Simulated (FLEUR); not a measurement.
The system is BaTiO3.

```
CELL_PARAMETERS angstrom
4.00600 0.00000 0.00000
0.00000 4.00600 0.00000
0.00000 0.00000 4.00600
ATOMIC_POSITIONS crystal
Ba 0.50000 0.50000 0.50000
Ti 0.00000 0.00000 0.00000
O 0.00000 0.00000 0.50000
O 0.00000 0.50000 0.00000
O 0.50000 0.00000 0.00000
```

Base run:

```yaml
Program: FLEUR MaX-R8.1 (later development tree)
Functional: r2SCAN
Potentials_or_basis: all-electron
Basis: FLAPW
Kmax: 4.92 1/bohr
k_mesh: 7 × 7 × 7
Occupations: fermi-dirac, width 0.05 eV
Spin: no spin polarisation
```

Its results: band gap on the k mesh 2.20 eV, indirect (least direct gap 2.25 eV).

Q: The run is repeated on the same cell with these changes: functional from r2SCAN to PBEsol. What comes out?

A: Band gap on the k mesh 1.82 eV, indirect (least direct gap 1.86 eV).

r2SCAN gives the wider gap, since meta-GGAs in the generalised Kohn-Sham scheme recover part of the derivative discontinuity.

Caveats: spin-orbit coupling is left out, which moves the levels of the heavy elements; the meta-GGA is that of a development version, with a GGA for the radial functions and cores and without core tails (some runs).

A k mesh can miss the band edges.

Not every run made on this cell is shown here.
